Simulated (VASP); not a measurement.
Input of a VASP 6.6.1 run:

INCAR

```
SYSTEM = Au
PREC = Accurate ; ENCUT = 700
EDIFF = 1E-6 ; ISMEAR = 0
SIGMA = 0.1 ; LREAL = .False.
LASPH = .True. ; NELM = 60
ALGO = Normal ; ISIF = 2
LWAVE = .False. ; LCHARG = .False.
GGA = PS
```

The input KPOINTS:

```
Automatic mesh
0
Gamma
  18 18 18
  0 0 0
```

Contents of POSCAR:

```
Au
1.0
   -1.6204100000      1.6204100000      1.6204100000
    1.6204100000     -1.6204100000      1.6204100000
    1.6204100000      1.6204100000     -1.6204100000
Au
1
Direct
    0.0000000000      0.0000000000      0.0000000000
```

Potentials or basis: VASP PAW PBE potentials, release 64 (Au).

Command:

```console
$ cat potpaw_PBE.64/Au/POTCAR > POTCAR
$ mpirun -np 1 vasp_std > vasp.out
```

**Question.** Estimate the pressure.

**Answer.** 0.0 GPa.

**Question.** What does it give for the band gap on the k mesh?

**Answer.** None (metal or under the smearing width).

Caveat: the PAW data sets were made with another functional, which shifts forces and pressure a little. Spin-orbit coupling is left out, which matters for the levels of Au.
